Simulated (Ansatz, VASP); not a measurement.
Ni in VASP and in Ansatz

```
Ni
1.0
     0.00000    1.75960    1.75960
     1.75960    0.00000    1.75960
     1.75960    1.75960    0.00000
Ni
1
Direct
  0.00000 0.00000 0.00000
```

Alike in both runs: task electric field gradients; functional PBE; k mesh 18 × 18 × 18; occupations fermi-dirac, width 0.08 eV; collinear spin.

|  | VASP | Ansatz |
| --- | --- | --- |
| version | VASP 6.6.1 | Ansatz 0.2.0 |
| potentials or method | VASP PAW PBE potentials, release 64 (Ni) | PAW with Ansatz's default frozen-core files, scalar-relativistic |
| plane-wave cutoff (eV) | 520 | 420 |
| valence electrons in the cell | 10 | 18 |

```csv
,VASP,Ansatz,Ansatz less VASP
pressure (GPa),0.0,0.0,+0.04
net moment per atom (μB),0.62,0.62,+0.009
size of the moment on the site where the two differ most (μB),0.63,0.66,+0.035
Vzz of the field gradient on the site that differs most (V/Å²),0.0,0.0,0.00
```

Site moments also hang on the region over which each program counts them. The two sets of potentials don't hold the same shells in valence.
